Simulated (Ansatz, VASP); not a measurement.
**Two plane-wave programs on Cu**

```
CELL_PARAMETERS angstrom
0.00000 1.75981 1.75981
1.75981 0.00000 1.75981
1.75981 1.75981 0.00000
ATOMIC_POSITIONS crystal
Cu 0.00000 0.00000 0.00000
```

Alike in both runs: functional LDA; k mesh 10 × 10 × 10; occupations gaussian, width 0.1 eV; no spin polarisation.

Ansatz relaxed the structure, and its values are those at the end. VASP's run is a single point on that final structure, the one shown.

|  | VASP | Ansatz |
| --- | --- | --- |
| version | VASP 6.6.1 | Ansatz 0.2.0 |
| potentials or method | VASP PAW LDA potentials, release 64 (Cu) | scalar-relativistic, plane waves, PAW |
| plane-wave cutoff (eV) | 520 | 420 |
| valence electrons in the cell | 11 | 19 |

```csv
,VASP,Ansatz,Ansatz less VASP
gap on the k mesh at the Fermi level (eV),none,none,-
pressure (GPa),1.1,-0.3,-1.38
```

A gap of «none» marks a metal or a gap that the smearing closes. The two sets of potentials don't hold the same shells in valence. Ansatz warned: «pseudo_functional_mismatch».
